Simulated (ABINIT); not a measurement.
**TiC: single point with PBE**

Crystal: TiC.

```
CELL_PARAMETERS angstrom
0.00000 2.16572 2.16572
2.16572 0.00000 2.16572
2.16572 2.16572 0.00000
ATOMIC_POSITIONS crystal
Ti 0.00000 0.00000 0.00000
C 0.50000 0.50000 0.50000
```

The cell is a database's computed one.

- Program: ABINIT 10.8.3 (patched build)
- Task: single point
- Functional: PBE
- Potentials or basis: PseudoDojo NC SR PBE v0.4.1 standard
- Cutoff: 952 eV
- k mesh: 8 × 8 × 8
- Occupations: fermi-dirac, width 0.05 eV
- Spin: no spin polarisation

| Item | Value |
| --- | --- |
| Band gap on the k mesh | none (metal or under the smearing width) |
| Valence electrons inside the program's atomic spheres | Ti 9.54; C 3.91 |

Levels at points of the mesh, in eV from the Fermi level:
```
           k point  band 5  band 6  band 7  band 8  band 9  band 10  band 11  band 12
(0.00, 0.00, 0.00)  -12.36    0.75    0.75    0.75    1.72     1.72     1.79     1.79
(0.50, 0.00, 0.00)   -8.88   -5.80   -2.85   -2.85    2.98     2.98     4.16     8.23
(0.50, 0.50, 0.00)  -10.08   -3.39   -1.57    0.01    0.01     2.79     3.58     3.58
```

Run time: 9.9 s on 1 thread of Intel(R) Xeon(R) 6975P-C (Granite Rapids), with other jobs on the host, peak memory 0.06 GiB.
